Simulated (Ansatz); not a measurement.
Input and steps of a relaxation of cell and atoms on anatase HfO2 (the plane-wave code Ansatz, PBEsol). It starts from the PBE minimum.

```yaml
crystal:
  lattice:
    - [-2.0093573431, 2.0093573431, 5.3238408954]
    - [2.0093573431, -2.0093573431, 5.3238408954]
    - [2.0093573431, 2.0093573431, -5.3238408954]
  atoms:
    - { symbol: Hf, position: [0.75, 0.25, 0.5] }
    - { symbol: Hf, position: [0.0, 0.0, 0.0] }
    - { symbol: O, position: [0.5482916216, 0.0482916216, 0.5] }
    - { symbol: O, position: [0.7982916216, 0.7982916216, 0.0] }
    - { symbol: O, position: [0.2017083784, 0.2017083784, 0.0] }
    - { symbol: O, position: [0.9517083784, 0.4517083784, 0.5] }
kpoints:
  mp_grid: { grid: [8, 8, 8] }
hamiltonian:
  xc: pbesol
scf:
  occupations: { method: fermi_dirac, width: 0.02 }
relax:
  f_tol: 0.005
  cell: {}
```

The trajectory has 8 recorded frames, each with fractional positions and then forces in eV/Å along x, y and z. The last, and any step after a large change of cell, is solved on a basis re-selected at its cell; pressure is positive in compression.

Step 1: energy 0.0 meV/atom from step 1, largest force component 0.107 eV/Å, pressure -5.42 GPa; a = 6.035 Å, b = 6.035 Å, c = 6.035 Å, α = 141.10°, β = 141.10°, γ = 56.18°
```
Hf 0.7500 0.2500 0.5000     0.000   0.000   0.000
Hf 0.0000 0.0000 0.0000     0.000   0.000   0.000
O  0.5483 0.0483 0.5000     0.000   0.000   0.107
O  0.7983 0.7983 0.0000     0.000   0.000   0.107
O  0.2017 0.2017 0.0000     0.000   0.000  -0.107
O  0.9517 0.4517 0.5000     0.000   0.000  -0.107
```

Step 2: energy -8.5 meV/atom from step 1, largest force component 0.022 eV/Å, pressure +1.19 GPa; a = 5.958 Å, b = 5.958 Å, c = 5.958 Å, α = 140.98°, β = 140.98°, γ = 56.36°
```
Hf 0.7500 0.2500 0.5000     0.000   0.000   0.000
Hf 0.0000 0.0000 0.0000     0.000   0.000   0.000
O  0.5479 0.0479 0.5000     0.000   0.000  -0.022
O  0.7979 0.7979 0.0000     0.000   0.000  -0.022
O  0.2021 0.2021 0.0000     0.000   0.000   0.022
O  0.9521 0.4521 0.5000     0.000   0.000   0.022
```

Step 3: energy -8.4 meV/atom from step 1, largest force component 0.000 eV/Å, pressure -0.05 GPa; a = 5.973 Å, b = 5.973 Å, c = 5.973 Å, α = 141.02°, β = 141.02°, γ = 56.31°
```
Hf 0.7500 0.2500 0.5000     0.000   0.000   0.000
Hf 0.0000 0.0000 0.0000     0.000   0.000   0.000
O  0.5480 0.0480 0.5000     0.000   0.000   0.000
O  0.7980 0.7980 0.0000     0.000   0.000   0.000
O  0.2020 0.2020 0.0000     0.000   0.000   0.000
O  0.9520 0.4520 0.5000     0.000   0.000   0.000
```

Step 4: energy -8.4 meV/atom from step 1, largest force component 0.001 eV/Å, pressure 0.00 GPa; a = 5.973 Å, b = 5.973 Å, c = 5.973 Å, α = 141.03°, β = 141.03°, γ = 56.30°
```
Hf 0.7500 0.2500 0.5000     0.000   0.000   0.000
Hf 0.0000 0.0000 0.0000     0.000   0.000   0.000
O  0.5480 0.0480 0.5000     0.000   0.000  -0.001
O  0.7980 0.7980 0.0000     0.000   0.000  -0.001
O  0.2020 0.2020 0.0000     0.000   0.000   0.001
O  0.9520 0.4520 0.5000     0.000   0.000   0.001
```

Step 5: energy -6.9 meV/atom from step 1, largest force component 0.001 eV/Å, pressure -0.20 GPa; a = 5.973 Å, b = 5.973 Å, c = 5.973 Å, α = 141.03°, β = 141.03°, γ = 56.30°
```
Hf 0.7500 0.2500 0.5000     0.000   0.000   0.000
Hf 0.0000 0.0000 0.0000     0.000   0.000   0.000
O  0.5480 0.0480 0.5000     0.000   0.000  -0.001
O  0.7980 0.7980 0.0000     0.000   0.000  -0.001
O  0.2020 0.2020 0.0000     0.000   0.000   0.001
O  0.9520 0.4520 0.5000     0.000   0.000   0.001
```

Step 6: energy -7.0 meV/atom from step 1, largest force component 0.011 eV/Å, pressure -0.03 GPa; a = 5.971 Å, b = 5.971 Å, c = 5.971 Å, α = 141.03°, β = 141.03°, γ = 56.30°
```
Hf 0.7500 0.2500 0.5000     0.000   0.000   0.000
Hf 0.0000 0.0000 0.0000     0.000   0.000   0.000
O  0.5480 0.0480 0.5000     0.000   0.000   0.011
O  0.7980 0.7980 0.0000     0.000   0.000   0.011
O  0.2020 0.2020 0.0000     0.000   0.000  -0.011
O  0.9520 0.4520 0.5000     0.000   0.000  -0.011
```

Step 7: energy -7.0 meV/atom from step 1, largest force component 0.000 eV/Å, pressure 0.00 GPa; a = 5.971 Å, b = 5.971 Å, c = 5.971 Å, α = 141.03°, β = 141.03°, γ = 56.30°
```
Hf 0.7500 0.2500 0.5000     0.000   0.000   0.000
Hf 0.0000 0.0000 0.0000     0.000   0.000   0.000
O  0.5480 0.0480 0.5000     0.000   0.000   0.000
O  0.7980 0.7980 0.0000     0.000   0.000   0.000
O  0.2020 0.2020 0.0000     0.000   0.000   0.000
O  0.9520 0.4520 0.5000     0.000   0.000   0.000
```

Step 8: energy -6.9 meV/atom from step 1, largest force component 0.000 eV/Å, pressure -0.01 GPa; a = 5.971 Å, b = 5.971 Å, c = 5.971 Å, α = 141.03°, β = 141.03°, γ = 56.30°
```
Hf 0.7500 0.2500 0.5000     0.000   0.000   0.000
Hf 0.0000 0.0000 0.0000     0.000   0.000   0.000
O  0.5480 0.0480 0.5000     0.000   0.000   0.000
O  0.7980 0.7980 0.0000     0.000   0.000   0.000
O  0.2020 0.2020 0.0000     0.000   0.000   0.000
O  0.9520 0.4520 0.5000     0.000   0.000   0.000
```

In 6 steps the volume changed by -2.8 %; between the first SCF and the last, each on a basis chosen for its cell, the energy fell by 6.9 meV an atom. Final cell: the symmetry is I4_1/amd (No. 141, tetragonal); conventional cell a = 3.984 Å, c = 10.529 Å, 13.92 Å³ an atom. Around Hf lie 6 O at 2.05–2.13 Å; around O lie 3 Hf at 2.05–2.13 Å.

Run as `ansatz run input.yaml --threads 2 --pin off --max-ram 20275MiB --backend cpu --events-out ev --progress --plain --runs-dir out`.

Question: It ran on 2 threads of AMD EPYC 7R13 Processor (Zen 3) (shared host), load about 2.8 per core. About how long did it take, and what peak of host memory did it reach?

Answer: About 28 s, with a peak of 0.7 GiB.

The cell comes from a prototype generator: it can be a known phase or a hypothetical one. Spin polarisation is off.
